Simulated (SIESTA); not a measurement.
Crystal: W.

```
CELL_PARAMETERS angstrom
0.00000 2.03000 2.03000
2.03000 0.00000 2.03000
2.03000 2.03000 0.00000
ATOMIC_POSITIONS crystal
W 0.00000 0.00000 0.00000
```

This isn't the form of W at room conditions, which is bcc.

Program: SIESTA 5.4.2. Alike in all runs: task band structure; level PBEsol; no spin polarisation; cell as given; k mesh 11 × 11 × 11; smearing fermi-dirac 0.05 eV; grid cutoff 800 Ry; energy shift 0.003 Ry. Hardware: 1 thread of Arm Neoverse V2, with other jobs on the host.

Order these runs on this cell by their wall time, lowest first.
A. potentials or basis PseudoDojo 0.4 standard (PBEsol files), SZP (energy shift 0.003 Ry)
B. potentials or basis PseudoDojo 0.4 standard (PBEsol files), SZ (energy shift 0.003 Ry)
C. potentials or basis PseudoDojo 0.4 standard (PBEsol files), TZP (energy shift 0.003 Ry; two zetas on semicore shells)

B (6 s), A (16 s), C (34 s).

Caveats: the basis has no polarisation orbitals (some runs).
